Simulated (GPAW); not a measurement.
Se:

```
Se
1.0
     4.36620    0.00000    0.00000
    -2.18310    3.78124    0.00000
     0.00000    0.00000    4.95360
Se
3
Direct
  0.77460 0.77460 0.00000
  0.00000 0.22540 0.66667
  0.22540 0.00000 0.33333
```

```yaml
Program: GPAW 26.7.0
Task: relaxation of cell and atoms
Functional: revPBE
Dispersion: D3(BJ)
Potentials_or_basis: the program's PAW data sets (release 1.2.1) made for this functional
Cutoff: 600 eV
Basis: pw
k_mesh: 7 × 7 × 6
Occupations: fermi-dirac, width 0.05 eV
Spin: no spin polarisation
```

At the start: pressure -0.0 GPa; volume 27.26 Å³/atom.

**Question.** Where does the relaxation end?

**Answer.** Over 14 steps the energy falls by 47.9 meV/atom and the volume is 23.28 Å³/atom (-14.6 %); space group P3_121 (No. 152, to 0.05 Å).

Step by step:
```
step  energy change (eV)  largest force (eV/Å)  pressure (GPa)  volume (Å³)
   1              0.0000                0.4494           -0.03        81.78
   2             -0.0086                0.3407           -0.45        81.78
   3             -0.0277                0.0044           -1.76        81.38
   4             -0.0354                0.0942           -2.12        80.79
   5             -0.0627                0.2869           -2.66        77.91
   6             -0.0971                0.3717           -2.05        72.63
   7             -0.1078                0.3232           -0.94        70.20
   8             -0.1186                0.2158           -0.21        69.87
   9             -0.1270                0.0432            0.83        70.43
  10             -0.1288                0.0009            0.70        70.15
  11             -0.1340                0.0591            0.46        69.63
  12             -0.1402                0.0902            0.09        69.31
  13             -0.1428                0.0627           -0.10        69.53
  14             -0.1436                0.0153           -0.07        69.83
```

Final structure:
```
CELL_PARAMETERS angstrom
3.95657 0.00000 0.00000
-1.97828 3.42649 0.00000
0.00000 0.00000 5.15046
ATOMIC_POSITIONS crystal
Se 0.74409 0.74409 0.00000
Se 0.00000 0.25591 0.66667
Se 0.25591 0.00000 0.33333
```

Caveat: later steps reuse the first step's grids; the volume moved by -15 % from the deposited cell, more than functionals usually miss.
